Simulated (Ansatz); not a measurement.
## Property card for SnSe₂

Method: DFT PBE, scalar-relativistic, plane waves, PAW (Ansatz).

Plane waves to 420 eV, a k mesh through Γ of 12×12×4 on the computed 3-atom cell and Gaussian smearing (0.02 eV); no spin polarisation.

The structure is relaxed at this level of theory with its symmetry kept.

```
Sn Se
1.0
     3.87177    0.00000    0.00000
    -1.93588    3.35305    0.00000
     0.00000    0.00000    6.98787
Sn Se
1 2
Direct
  0.00000 0.00000 0.00000
  0.33333 0.66667 0.22815
  0.66667 0.33333 0.77185
```

```
Space group                                                                                                                                 : P-3m1 (No. 164)
Volume per atom                                                                                                                             : 30.24 Å³
Formation energy from the elements' standard states (uncorrected)                                                                           : -0.342 eV/atom
Kohn–Sham band gap                                                                                                                          : 0.69 eV, indirect from (0.000, 0.138, -0.146) to L
Löwdin character of the top 1 eV of the valence band                                                                                        : Se 4p 95 %
Löwdin character of the lowest 1 eV of the conduction band                                                                                  : Se 4p 62 %, Sn 5s 31 %
Electron masses at the edge by Cartesian direction of the standard setting (m_e; degenerate bands sorted by energy; no spin-orbit coupling) : x: 0.21; y: 0.64; z: 6.9
Hole masses at the edge by Cartesian direction of the standard setting (m_e; degenerate bands sorted by energy; no spin-orbit coupling)     : x: 0.19; y: 1.5; z: 5.6
Bader charges (e)                                                                                                                           : Sn (1 in the cell) 1.24, Se (2 in the cell) -0.62
```

Each cell of SnSe2 holds layers, and where no dispersion correction was added their binding is poorly described.